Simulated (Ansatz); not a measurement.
**Ti2O: a scan of the volume**

This session on Ti2O sets out to follow energy and moments against volume.

Program: Ansatz 0.2.0. Level of theory: DFT r2SCAN, scalar-relativistic, plane waves, PAW. These are calculated values, not measurements.

1 further run of the same task is left out (set aside as unsound or not needed). Runs told in other sessions of the task aren't counted.

## 1. The system as given

The structure is trigonal, space group P-3m1 (No. 164). The conventional cell has a = 2.919 Å, b = 2.919 Å, c = 4.713 Å, α = 90.00°, β = 90.00°, γ = 120.00°. Ti (site symmetry 3m) is surrounded by 3 O at 2.14 Å. O (site symmetry -3m) has 6 Ti at 2.14 Å in its first shell of neighbours.

Structure file:

```
CELL_PARAMETERS angstrom
2.91940 0.00000 0.00000
-1.45970 2.52827 0.00000
0.00000 0.00000 4.71300
ATOMIC_POSITIONS crystal
Ti 0.66667 0.33333 0.27874
Ti 0.33333 0.66667 0.72126
O 0.00000 0.00000 0.00000
```

Source of the structure: the Crystallography Open Database. It is taken as it stands there.

## 2. The base input

Input file input.yaml:

```yaml
crystal:
  lattice:
    - [2.9193980238, 0.0, 0.0]
    - [-1.4596990119, 2.5282728524, 0.0]
    - [0.0, 0.0, 4.713]
  atoms:
    - { symbol: Ti, position: [0.6666666667, 0.3333333333, 0.27874] }
    - { symbol: Ti, position: [0.3333333333, 0.6666666667, 0.72126] }
    - { symbol: O, position: [0.0, 0.0, 0.0] }
basis:
  ecutwfc: 500
kpoints:
  mp_grid: { grid: [18, 18, 10] }
hamiltonian:
  xc: r2scan
scf:
  occupations: { method: gaussian, width: 0.1 }
output:
  forces: true
  stress: true
  eigenvalues: true
  populations: true
```

It was run beforehand and gave: -1860.2015 eV/atom at zero smearing, pressure 9.02 GPa, largest force 1.049 eV/Å, no gap on the mesh, in 8 SCF cycles and 59 s.

## 3. V/V0 = 1.06, start: large parallel starting moments

Input file input.yaml:

```yaml
crystal:
  lattice:
    - [2.9766556588, 0.0, 0.0]
    - [-1.4883278294, 2.5778594189, 0.0]
    - [0.0, 0.0, 4.8054352321]
  atoms:
    - { symbol: Ti, position: [0.6666666667, 0.3333333333, 0.27874], spin: 2.5 }
    - { symbol: Ti, position: [0.3333333333, 0.6666666667, 0.72126], spin: 2.5 }
    - { symbol: O, position: [0.0, 0.0, 0.0] }
basis:
  ecutwfc: 500
kpoints:
  mp_grid: { grid: [18, 18, 10] }
hamiltonian:
  xc: r2scan
scf:
  occupations: { method: gaussian, width: 0.1 }
  lower_state_search: "off"
output:
  forces: true
  stress: true
  eigenvalues: true
  populations: true
magnetization:
  spin_polarized: true
```

Started as:

```bash
ansatz run input.yaml --threads 1 --pin off --max-ram 2560MiB --backend cpu --events-out ev --progress --plain --runs-dir out
```

## 4. V/V0 = 1.12, start: large parallel starting moments

input.yaml: that of step 3 with these lines changed.

```diff
@@ -2,5 +2,5 @@
   lattice:
-    - [2.9766556588, 0.0, 0.0]
-    - [-1.4883278294, 2.5778594189, 0.0]
-    - [0.0, 0.0, 4.8054352321]
+    - [3.0317914039, 0.0, 0.0]
+    - [-1.515895702, 2.6256083748, 0.0]
+    - [0.0, 0.0, 4.8944449404]
   atoms:
```

## 5. V/V0 = 1.2, start: large parallel starting moments

input.yaml: that of step 4 with these lines changed.

```diff
@@ -2,5 +2,5 @@
   lattice:
-    - [3.0317914039, 0.0, 0.0]
-    - [-1.515895702, 2.6256083748, 0.0]
-    - [0.0, 0.0, 4.8944449404]
+    - [3.1023233269, 0.0, 0.0]
+    - [-1.5511616634, 2.6866908118, 0.0]
+    - [0.0, 0.0, 5.0083098366]
   atoms:
```

## 6. V/V0 = 1.3, start: large parallel starting moments

input.yaml: that of step 5 with these lines changed.

```diff
@@ -2,5 +2,5 @@
   lattice:
-    - [3.1023233269, 0.0, 0.0]
-    - [-1.5511616634, 2.6866908118, 0.0]
-    - [0.0, 0.0, 5.0083098366]
+    - [3.186210226, 0.0, 0.0]
+    - [-1.593105113, 2.7593389975, 0.0]
+    - [0.0, 0.0, 5.1437346579]
   atoms:
```

(Steps that only read results are left out.)

**Question.** What does this series show? Wanted: lowest point, start “large parallel starting moments”.

The runs gave:

```
                                             quantity        value
lowest point, start “large parallel starting moments”  V/V0 = 1.06
```

What this shows: For the start “large parallel starting moments” the lowest point lies at V/V0 = 1.06, the smallest volume tried; all points are expanded cells, and the minimum lies below them. From this start no run keeps a moment; that shows where this start leads, and other orders were not tried at these volumes. The listed cell is far from this method's equilibrium (9.0 GPa, forces up to 1.05 eV/Å), so its values are not those of the relaxed crystal.
